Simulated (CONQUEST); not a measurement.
The system is BaTiO3.

```xyz
5
Lattice="3.9998 0.0000 0.0000 0.0000 3.9998 0.0000 0.0000 0.0000 4.0180" Properties=species:S:1:pos:R:3 pbc="T T T"
Ba    0.0615    3.9602    0.0156
Ti    2.0013    1.9874    2.0356
O     2.0017    3.9850    1.9586
O     0.0018    2.0536    1.9221
O     1.9721    2.0258    3.9190
```

The cell isn't the ideal one: atoms moved at random, drawn with an rms of 0.05 Å.

Base run:

| Property | Result |
| --- | --- |
| Program | CONQUEST 1.3 |
| Functional | PBE |
| Potentials or basis | PseudoDojo NC PBE, DZP, multi-site functions of range 12 bohr, grid cutoff 150 Ha |
| k mesh | 7 × 7 × 7 |
| Occupations | fermi-dirac, width 0.05 eV |
| Spin | no spin polarisation |

Its results: band gap on the k mesh 1.79 eV, indirect (least direct gap 1.97 eV); pressure 5.3 GPa; largest force 0.683 eV/Å.

Task: The run is repeated on the same cell with these changes: potentials or basis from PseudoDojo NC PBE, DZP, multi-site functions of range 12 bohr, grid cutoff 150 Ha to PseudoDojo NC PBE, DZP, multi-site functions of range 6.5 bohr, grid cutoff 150 Ha. What comes out?

Result: Band gap on the k mesh 2.15 eV, indirect (least direct gap 2.32 eV); pressure 5.9 GPa; largest force 0.643 eV/Å.

Caveats: multi-site functions contract the basis, which raises the energy a little and makes forces and stress less exact; spin-orbit coupling is left out, which moves the levels of the heavy elements; an odd mesh through Γ misses points on the zone boundary, where band edges often lie; the basis of atomic orbitals isn't converged, which shifts pressures, moduli and gaps.
